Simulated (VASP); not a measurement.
# MgO (Periclase) (Fm-3m) in VASP: a series of runs

One crystal, MgO (Periclase), is run at these levels: PBEsol, r2SCAN; tasks: relaxation of cell and atoms.

Everything below comes from runs of VASP 6.6.1. Logs are shortened: lines on timing, memory, paths and dates and some standing lists are left out, and cuts for length are marked.

**1. The structure**

It takes space group Fm-3m (No. 225, cubic). The conventional cell has a = 4.172 Å, b = 4.172 Å, c = 4.172 Å, α = 90.00°, β = 90.00°, γ = 90.00°. Around Mg (site symmetry m-3m) lie 6 O at 2.09 Å. Around O (site symmetry m-3m) lie 6 Mg at 2.09 Å.

**2. Relaxation of cell and atoms, PBEsol, target pressure 4.3 GPa, at which the enthalpy is minimised**

INCAR

```
SYSTEM = MgO
PREC = Accurate ; ENCUT = 600
EDIFF = 1E-7 ; ISMEAR = 0
SIGMA = 0.03 ; LREAL = .False.
LASPH = .True. ; NELM = 80
ALGO = Normal ; ISIF = 3
LWAVE = .False. ; LCHARG = .False.
GGA = PS ; IBRION = 2
NSW = 90 ; EDIFFG = -0.005
PSTRESS = 43.0
```

KPOINTS

```
regular mesh
0
Gamma
  12 12 12
  0 0 0
```

POSCAR

```
MgO                                     
1.0
   -0.0000000000      2.0861707210      2.0861707210
    2.0861707210      0.0000000000      2.0861707210
    2.0861707210      2.0861707210     -0.0000000000
  Mg              O             
     1     1
Direct
     0.0000000000000000    0.0000000000000000    0.0000000000000000
     0.5000000000000000    0.5000000000000000    0.5000000000000000
```

Potentials or basis: VASP PAW PBE potentials, release 64 (Mg, O).

The run is started by

```
$ cat potpaw_PBE.64/Mg/POTCAR potpaw_PBE.64/O/POTCAR > POTCAR
$ mpirun -np 1 vasp_std > vasp.out
```

OUTCAR:

```text
SYSTEM = MgO
   PREC = Accurate
   ENCUT = 600
   EDIFF = 1E-7
   ISMEAR = 0
   LREAL = .False.
   LASPH = .True.
   NELM = 80
   ISIF = 3
   GGA = PS
   IBRION = 2
   NSW = 90
   EDIFFG = -0.005
   PSTRESS = 43.0

 ion  position               nearest neighbor table
   1  0.000  0.000  0.000-   2 2.09   2 2.09   2 2.09   2 2.09   2 2.09   2 2.09
   2  0.500  0.500  0.500-   1 2.09   1 2.09   1 2.09   1 2.09   1 2.09   1 2.09

  LATTYP: Found a face centered cubic cell.
 ALAT       =     4.1723414420

  Lattice vectors:

 A1 = (   0.0000000000,   2.0861707210,   2.0861707210)
 A2 = (   2.0861707210,   0.0000000000,   2.0861707210)
 A3 = (   2.0861707210,   2.0861707210,   0.0000000000)

Analysis of symmetry for initial positions (statically):
=====================================================================
 Subroutine PRICEL returns:
 Original cell was already a primitive cell.

 Routine SETGRP: Setting up the symmetry group for a
 face centered cubic supercell.

 Subroutine GETGRP returns: Found 48 space group operations
 (whereof 48 operations were pure point group operations)
 out of a pool of 48 trial point group operations.

The static configuration has the point symmetry O_h .

Analysis of symmetry for dynamics (positions and initial velocities):
=====================================================================
 Subroutine PRICEL returns:
 Original cell was already a primitive cell.

 Routine SETGRP: Setting up the symmetry group for a
 face centered cubic supercell.

 Subroutine GETGRP returns: Found 48 space group operations
 (whereof 48 operations were pure point group operations)
 out of a pool of 48 trial point group operations.

The dynamic configuration has the point symmetry O_h .

 Subroutine INISYM returns: Found 48 space group operations
 (whereof 48 operations are pure point group operations),
 and found     1 'primitive' translations

----------------------------------------------------------------------------------------

                                     Primitive cell

  volume of cell :      18.1585

  direct lattice vectors                    reciprocal lattice vectors
     0.000000000  2.086170721  2.086170721    -0.239673578  0.239673578  0.239673578
     2.086170721  0.000000000  2.086170721     0.239673578 -0.239673578  0.239673578
     2.086170721  2.086170721  0.000000000     0.239673578  0.239673578 -0.239673578

  length of vectors
     2.950290927  2.950290927  2.950290927     0.415126813  0.415126813  0.415126813

  position of ions in fractional coordinates (direct lattice)
     0.000000000  0.000000000  0.000000000
[... 89 lines left out ...]
   NELECT =       8.0000    total number of electrons
   NUPDOWN=      -1.0000    fix difference up-down
   EMIN   =  10.00;   EMAX   =-10.00  energy-range for DOS
   EFERMI =   0.00;   METHOD = LEGACY
   ISMEAR =     0;   SIGMA  =   0.03  broadening in eV -4-tet -1-fermi 0-gaus
   EFERMI_NEDOS =   21; number of points for ismear=-14 and -15
   IALGO  =     38    algorithm
   IMIX   =      4    mixing-type and parameters
     AMIX     =   0.40;   BMIX     =  1.00
     AMIX_MAG =   1.60;   BMIX_MAG =  1.00
  volume/ion in A,a.u.               =       9.08        61.27
  Fermi-wavevector in a.u.,A,eV,Ry     =   1.245695  2.354022 21.112916  1.551756
  Thomas-Fermi vector in A             =   2.379906
   LORBIT       =      0    0 simple, 1 ext, 2 COOP (PROOUT), +10 PAW based schemes
   GGA     = PS    functional components
   LHFCALC =     F    Hartree Fock is set to
   AEXX    =    0.0000 exact exchange contribution
   IVDW    =     0    specifies the selected vdW correction
   LEPSILON=     F    determine dielectric tensor
   LRPA    =     F    only Hartree local field effects (RPA)
 conjugate gradient relaxation of ions
 non-spin polarized calculation
 Gauss-broadening in eV      SIGMA  =   0.03
  energy-cutoff  :      600.00
  volume of cell :       18.16
 maximum number of plane-waves:       620
   NGX = 11   NGY = 11   NGZ = 11

 number of electron       8.0000002 magnetization

 Free energy of the ion-electron system (eV)
  ---------------------------------------------------
  ext. energy  EPLUGINS =         0.00000000
  ---------------------------------------------------
  free energy    TOTEN  =       -12.50810257 eV

  energy without entropy =      -12.50810257  energy(sigma->0) =      -12.50810257

 E-fermi :   3.4537     XC(G=0): -11.4482

 val. band max:        3.2819055398   @ k =   0.0000   0.0000   0.0000
 cond. band min:       8.1972498869   @ k =   0.0000   0.0000   0.0000
 fundamental gap:      4.9153443470
 Fermi energy:         3.4536720743

 k-point     1 :       0.0000    0.0000    0.0000
  band No.  band energies     occupation
      1     -14.0731      2.00000
      2       3.2819      2.00000
      3       3.2819      2.00000
      4       3.2819      2.00000
      5       8.1972      0.00000
      6      19.0736      0.00000
      7      19.0736      0.00000
      8      19.0736      0.00000
[... 243 lines left out ...]
 k-point    24 :      -0.4167    0.1667    0.0000
  band No.  band energies     occupation
      1     -12.5929      2.00000
      2      -1.1088      2.00000
      3       1.6210      2.00000
      4       2.4535      2.00000
      5      12.3883      0.00000
      6      15.8120      0.00000
      7      17.6625      0.00000
      8      20.4227      0.00000

 [... further k-points ...]

------------------------ aborting loop because EDIFF is reached ----------------------------------------

  FORCE on cell =-STRESS in cart. coord.  units (eV):
  Direction    XX          YY          ZZ          XY          YZ          ZX
  --------------------------------------------------------------------------------------
  -------------------------------------------------------------------------------------
  Total        0.4908282      0.4908282      0.4908282      0.0000000     -0.0000000     -0.0000000
  in kB       43.3072441     43.3072441     43.3072441      0.0000000     -0.0000000     -0.0000000
  external PRESSURE =       0.3072441 kB  Pullay stress =      43.0000000 kB

 VOLUME and BASIS-vectors are now :
 -----------------------------------------------------------------------------
  energy-cutoff  :      600.00
  volume of cell :       18.16
      direct lattice vectors                 reciprocal lattice vectors
     0.000000000  2.086170721  2.086170721    -0.239673578  0.239673578  0.239673578
     2.086170721  0.000000000  2.086170721     0.239673578 -0.239673578  0.239673578
     2.086170721  2.086170721  0.000000000     0.239673578  0.239673578 -0.239673578

 POSITION                                       TOTAL-FORCE (eV/Angst)
 -----------------------------------------------------------------------------------
      0.00000      0.00000      0.00000        -0.000000     -0.000000     -0.000000
      2.08617      2.08617      2.08617         0.000000      0.000000      0.000000
 -----------------------------------------------------------------------------------
    total drift:                               -0.000000     -0.000000      0.000000

  FREE ENERGIE OF THE ION-ELECTRON SYSTEM (eV)
  ---------------------------------------------------
  free  energy   TOTEN  =       -12.5081025692 eV

  energy  without entropy=      -12.5081025692  energy(sigma->0) =      -12.50810257

  enthalpy is  TOTEN    =       -12.0207565685 eV   P V=        0.4873460007

 reached required accuracy - stopping structural energy minimisation
```

OSZICAR:

```text
N       E                     dE             d eps       ncg     rms          rms(c)
DAV:   1     0.150667394838E+02    0.15067E+02   -0.52828E+03  1336   0.101E+03
DAV:   2    -0.135565486785E+02   -0.28623E+02   -0.27312E+02  1472   0.149E+02
DAV:   3    -0.138994759420E+02   -0.34293E+00   -0.34293E+00  1440   0.190E+01
DAV:   4    -0.138999956154E+02   -0.51967E-03   -0.51967E-03  1648   0.684E-01
DAV:   5    -0.138999958200E+02   -0.20457E-06   -0.20457E-06  1440   0.945E-03    0.669E+00
DAV:   6    -0.125457541742E+02    0.13542E+01   -0.85791E+00  1152   0.207E+01    0.220E+00
DAV:   7    -0.125212990938E+02    0.24455E-01   -0.34583E-02  1208   0.246E+00    0.127E+00
DAV:   8    -0.125081432339E+02    0.13156E-01   -0.19106E-02  1152   0.216E+00    0.139E-01
DAV:   9    -0.125080627183E+02    0.80516E-04   -0.33039E-04  1760   0.166E-01    0.679E-02
DAV:  10    -0.125081026061E+02   -0.39888E-04   -0.45744E-05  1176   0.794E-02    0.357E-03
DAV:  11    -0.125081024907E+02    0.11548E-06   -0.13522E-06  1656   0.875E-03    0.173E-03
DAV:  12    -0.125081025692E+02   -0.78541E-07   -0.50754E-08   736   0.275E-03
   1 F= -.12020757E+02 E0= -.12020757E+02  d E =-.120208E+02
```

CONTCAR:

```text
MgO
   1.00000000000000
     0.0000000000000000    2.0861707209999998    2.0861707209999998
     2.0861707209999998    0.0000000000000000    2.0861707209999998
     2.0861707209999998    2.0861707209999998    0.0000000000000000
  Mg              O
     1     1
Direct
     0.0000000000000000    0.0000000000000000    0.0000000000000000
     0.5000000000000000    0.5000000000000000    0.5000000000000000

  0.00000000E+00  0.00000000E+00  0.00000000E+00
  0.00000000E+00  0.00000000E+00  0.00000000E+00
```

Run time: 11 s. Hardware: 1 thread of AMD EPYC 7R13 (Zen 3), shared host; peak memory 0.12 GiB.

What came out:

```
Free energy             : -12.5081 eV
Pressure after relaxing : 4.3 GPa
Band gap on the k mesh  : 4.92 eV, direct
```

Final structure:
```
Mg O
1.0
     0.00000    2.08617    2.08617
     2.08617    0.00000    2.08617
     2.08617    2.08617    0.00000
Mg O
1 1
Direct
  0.00000 0.00000 0.00000
  0.50000 0.50000 0.50000
```

Caveat: the relaxation stopped at its first step, so nothing moved; the cell is relaxed towards a set pressure, so the enthalpy falls and the energy may rise; the PAW data sets were made with another functional, which shifts forces and pressure a little. A k mesh can miss the band edges.

**3. Relaxation of cell and atoms, r2SCAN, target pressure 4.3 GPa, at which the enthalpy is minimised**

This run uses another cell than the first one, of 9.37 Å³/atom, 1.032 times its volume.

INCAR

```
PREC = Accurate
ENCUT = 600
EDIFF = 1E-6
ISMEAR = 0
SIGMA = 0.03
LREAL = F
LASPH = T
NELM = 80
ALGO = Normal
ISIF = 3
LWAVE = F
LCHARG = F
METAGGA = R2SCAN
LMIXTAU = T
IBRION = 2
NSW = 90
EDIFFG = -0.01
PSTRESS = 43.0
```

KPOINTS

```
Automatic mesh
0
Gamma
  12 12 12
```

POSCAR

```
MgO
1.0
    0.0000000000      2.1085000000      2.1085000000
    2.1085000000      0.0000000000      2.1085000000
    2.1085000000      2.1085000000      0.0000000000
Mg O
1 1
Direct
    0.0000000000      0.0000000000      0.0000000000
    0.5000000000      0.5000000000      0.5000000000
```

Potentials or basis: VASP PAW PBE potentials, release 64 (Mg, O).

The run is started by

```
$ cat potpaw_PBE.64/Mg/POTCAR potpaw_PBE.64/O/POTCAR > POTCAR
$ mpirun -np 1 vasp_std > vasp.out
```

Run time: 2.5 min. Hardware: 1 thread of AMD EPYC 7R13 (Zen 3), shared host; peak memory 0.13 GiB.

The run converged. Its results:

* Free energy: -16.1603 eV
* Relaxed volume: 9.00 Å³/atom
* Relaxed cell: a = 2.941 Å, b = 2.941 Å, c = 2.941 Å, α = 60.00°, β = 60.00°, γ = 60.00°
* Space group after relaxing (to 0.05 Å): Fm-3m (No. 225)
* Energy change on relaxing (the enthalpy is what falls): +1.4 meV/atom
* Ionic steps: 3
* Pressure after relaxing: 4.3 GPa
* Band gap on the k mesh: 6.00 eV, direct

The path:
```
step  energy change (eV)  largest force (eV/Å)  pressure (GPa)  volume (Å³)
   1              0.0000                0.0000           -2.83        18.75
   2              0.0165                0.0000            8.18        17.64
   3              0.0029                0.0000            4.30        17.99
```

Final structure:
```cif
data_structure
_symmetry_space_group_name_H-M 'P 1'
_symmetry_Int_Tables_number 1
_cell_length_a 2.9412
_cell_length_b 2.9412
_cell_length_c 2.9412
_cell_angle_alpha 60.000
_cell_angle_beta 60.000
_cell_angle_gamma 60.000
_cell_volume 17.99
loop_
_atom_site_label
_atom_site_type_symbol
_atom_site_fract_x
_atom_site_fract_y
_atom_site_fract_z
_atom_site_occupancy
Mg1 Mg 0.00000 0.00000 0.00000 1
O1 O 0.50000 0.50000 0.50000 1
```

Levels at points of the mesh, in eV from the valence-band top:
```csv
k point,band 2,band 3,band 4,band 5,band 6,band 7
"(0.00, 0.00, 0.00)",0.00,0.00,0.00,6.00,17.06,17.06
"(0.50, 0.00, 0.00)",-4.78,-0.72,-0.72,9.06,14.26,17.83
"(0.50, 0.50, 0.00)",-4.26,-1.43,-1.43,10.09,11.49,14.72
```

Caveat: the cell is relaxed towards a set pressure, so the enthalpy falls and the energy may rise; the PAW data sets were made with another functional, which shifts forces and pressure a little.

**4. Relaxation of cell and atoms, r2SCAN, target pressure 4.3 GPa, at which the enthalpy is minimised**

This run uses another cell than the first one, of 9.00 Å³/atom, 0.991 times its volume.

INCAR, as its differences from that of step 3:

```diff
@@ -2,3 +2,3 @@
 ENCUT = 600
-EDIFF = 1E-6
+EDIFF = 1E-7
 ISMEAR = 0
@@ -16,3 +16,3 @@
 NSW = 90
-EDIFFG = -0.01
+EDIFFG = -0.005
 PSTRESS = 43.0
```

KPOINTS is that of step 3.

POSCAR

```
MgO                                     
1.0
    0.0000000000      2.0797594953      2.0797594953
    2.0797594953     -0.0000000000      2.0797594953
    2.0797594953      2.0797594953      0.0000000000
  Mg              O             
     1     1
Direct
     0.0000000000000000    0.0000000000000000    0.0000000000000000
     0.5000000000000000    0.5000000000000000    0.5000000000000000
```

The run is started by

```
$ cat potpaw_PBE.64/Mg/POTCAR potpaw_PBE.64/O/POTCAR > POTCAR
$ mpirun -np 1 vasp_std > vasp.out
```

Wall time 68 s (1 thread of AMD EPYC 7R13 (Zen 3), shared host); peak memory 0.12 GiB.

It converged, with:

```
Free energy             : -16.1583 eV
Pressure after relaxing : 4.3 GPa
Band gap on the k mesh  : 6.00 eV, direct
```

Final structure:
```
Mg O
1.0
     0.00000    2.07976    2.07976
     2.07976    0.00000    2.07976
     2.07976    2.07976    0.00000
Mg O
1 1
Direct
  0.00000 0.00000 0.00000
  0.50000 0.50000 0.50000
```

Levels at points of the mesh, in eV from the valence-band top:
| k point | band 1 | band 2 | band 3 | band 4 | band 5 | band 6 | band 7 | band 8 |
| --- | --- | --- | --- | --- | --- | --- | --- | --- |
| (0.00, 0.00, 0.00) | -18.40 | 0.00 | 0.00 | 0.00 | 6.00 | 17.06 | 17.06 | 17.06 |
| (0.50, 0.00, 0.00) | -17.05 | -4.78 | -0.72 | -0.72 | 9.06 | 14.26 | 17.83 | 17.83 |
| (0.50, 0.50, 0.00) | -16.79 | -4.26 | -1.43 | -1.43 | 10.09 | 11.49 | 14.72 | 20.98 |

Caveat: the relaxation stopped at its first step, so nothing moved; the cell is relaxed towards a set pressure, so the enthalpy falls and the energy may rise; the PAW data sets were made with another functional, which shifts forces and pressure a little. A k mesh can miss the band edges.
